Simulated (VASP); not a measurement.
Runs of VASP 6.6.1 on Sn. The structure is tetragonal, space group I4/mmm (No. 139). Conventional cell: a = 3.511 Å, b = 3.511 Å, c = 4.283 Å, α = 90.00°, β = 90.00°, γ = 90.00°. Sn (site symmetry 4/mmm) is surrounded by 12 Sn at 3.28 to 3.51 Å. This isn't the form of Sn at room conditions, which is tetragonal (white tin).

| level | k mesh | cutoff (eV) | smearing | gap on the mesh (eV) | pressure (GPa) |
| --- | --- | --- | --- | --- | --- |
| PBEsol | 16 × 16 × 16 | 900 | gaussian 0.1 eV | none | 0.0 |
| PBEsol | 16 × 16 × 16 | 520 | gaussian 0.5 eV | none | 0.0 |
| r2SCAN | 16 × 16 × 16 | 520 | gaussian 0.1 eV | none | 1.6 |
| PBEsol | 16 × 16 × 16 | 700 | gaussian 0.1 eV | none | 0.0 |
| PBEsol | 26 × 26 × 26 | 520 | gaussian 0.1 eV | none | (a) |

Alike in all rows: task single point; potentials or basis VASP PAW PBE potentials, release 64 (Sn_d); no spin polarisation; cell as given.

Question: Fill in the values left out.

Answer: (a) -0.1.

Caveats: the PAW data sets were made with another functional, which shifts forces and pressure a little.

A k mesh can miss the band edges, and the runs leave out spin-orbit coupling on Sn.

A gap of «none» marks a metal or a gap under the smearing width.
